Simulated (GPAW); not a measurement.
Write an ASE script for GPAW 26.7.0 that does the following.

| Property | Result |
| --- | --- |
| Task | single point |
| Functional | TB-mBJ |
| Potentials or basis | GPAW PAW data sets for LDA (gpaw-data 1.2.1) |
| Cutoff | 600 eV |
| Basis | pw |
| k mesh | 6 × 6 × 4 |
| Occupations | fermi-dirac, width 0.05 eV |
| Spin | no spin polarisation |
| Maxiter | 150 |

CdS (Greenockite):

```
Cd S
1.0
     4.15000    0.00000    0.00000
    -2.07500    3.59401    0.00000
     0.00000    0.00000    6.73700
Cd S
2 2
Direct
  0.66667 0.33333 0.50000
  0.33333 0.66667 0.00000
  0.66667 0.33333 0.87500
  0.33333 0.66667 0.37500
```

One way to write it, as run:

run.py

```python
from ase import Atoms
from ase.dft.bandgap import bandgap
from ase.io import write
from gpaw import GPAW, PW

atoms = Atoms(['Cd', 'Cd', 'S', 'S'],
              cell=[[4.15, 0.0, 0.0],
                    [-2.075, 3.5940054257, 0.0],
                    [0.0, 0.0, 6.737]],
              scaled_positions=[[0.6666666667, 0.3333333333, 0.5],
                                [0.3333333333, 0.6666666667, 0.0],
                                [0.6666666667, 0.3333333333, 0.875],
                                [0.3333333333, 0.6666666667, 0.375]],
              pbc=True)

calc = GPAW(mode=PW(600),
            xc='TB09',
            kpts={'size': (6, 6, 4), 'gamma': True},
            occupations={'name': 'fermi-dirac', 'width': 0.05},
            nbands=31,
            convergence={'density': 1e-05, 'energy': 1e-05},
            eigensolver='cg',
            maxiter=150,
            txt='gpaw.txt')
atoms.calc = calc
energy = atoms.get_potential_energy()
calc.write('gs.gpw')
write('result.traj', atoms)
print('Fermi level:', round(calc.get_fermi_level(), 4), 'eV')
print(f'Gap: {bandgap(calc)[0]:.4f} eV, direct: {bandgap(calc, direct=True)[0]:.4f} eV')
```

Potentials or basis: GPAW PAW data sets for LDA (gpaw-data 1.2.1), pw.

Launch:

```bash
$ OMP_NUM_THREADS=1 python run.py
```

It gave:

The band gap on the k mesh is 2.68 eV, direct.

Caveat: a model potential gives levels but no total energy.

Wall time 2.8 min on 1 thread of Arm Neoverse V1 (shared host), peak memory 0.35 GiB.
